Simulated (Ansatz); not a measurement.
# SiC: a trigonal deformation path

Aim: for SiC, look for other minima along a trigonal path.

The COD entry's cell or inner coordinates are ideal or old and differ from later refinements, so a difference from it is no clean test against experiment.

Method: DFT PBE, scalar-relativistic, plane waves, PAW, in Ansatz 0.2.0.

### 1 The structure to begin with

The structure is cubic, space group F-43m (No. 216). Conventional cell: a = 4.348 Å, b = 4.348 Å, c = 4.348 Å, α = 90.00°, β = 90.00°, γ = 90.00°. Around Si (site symmetry -43m) lie 4 C at 1.88 Å. C (site symmetry -43m) has 4 Si at 1.88 Å in its first shell of neighbours.

Structure file:

```
CELL_PARAMETERS angstrom
0.00000 2.17400 2.17400
2.17400 0.00000 2.17400
2.17400 2.17400 0.00000
ATOMIC_POSITIONS crystal
Si 0.00000 0.00000 0.00000
C 0.75000 0.75000 0.75000
```

No relaxation comes first: the listed cell is the starting point.

### 2 The scan: a trigonal deformation path

At fixed volume and fractional coordinates, lengths along (0.577, 0.577, 0.577) are scaled against those across it; ρ is that ratio over its starting value.

### 3 At ρ = 0.500

input.yaml

```yaml
crystal:
  lattice:
    - [-0.9130227875, 1.826045575, 1.826045575]
    - [1.826045575, -0.9130227875, 1.826045575]
    - [1.826045575, 1.826045575, -0.9130227875]
  atoms:
    - { symbol: Si, position: [0.0, 0.0, 0.0] }
    - { symbol: C, position: [0.75, 0.75, 0.75] }
basis:
  ecutwfc: 420
kpoints:
  mp_grid: { grid: [12, 12, 12] }
hamiltonian:
  xc: pbe
scf:
  occupations: { method: gaussian, width: 0.05 }
output:
  forces: true
  stress: true
  eigenvalues: true
  write_density: true
  write_potential: true
  elf: true
  volumetric_format: npy
```

Run with:

```sh
> ansatz run input.yaml --threads 1 --pin off --max-ram 2560MiB --backend cpu --events-out ev --progress --plain --runs-dir out
```

The session goes on with these runs: At ρ = 2.000; At ρ = 0.710; ρ = 1.410; At ρ = 0.600; point ρ = 0.850; ρ = 1.200; ρ = 1.700; ρ = 0.930; At ρ = 1.080.

What does the calculation give? Wanted: highest point.

The runs gave:

| quantity | value |
| --- | --- |
| highest point | 8041.1 meV/atom at ρ = 0.500 |

In words: The undisturbed cell stays the lowest of the sampled points. No sampled point inside the path is a dip, apart from those named. The gap on the mesh, 1.35 eV at the start, reads zero at ρ = 0.500. Where forces pass 15 eV/Å atoms stand far too close, the PAW spheres overlap strongly and those numbers are rough.
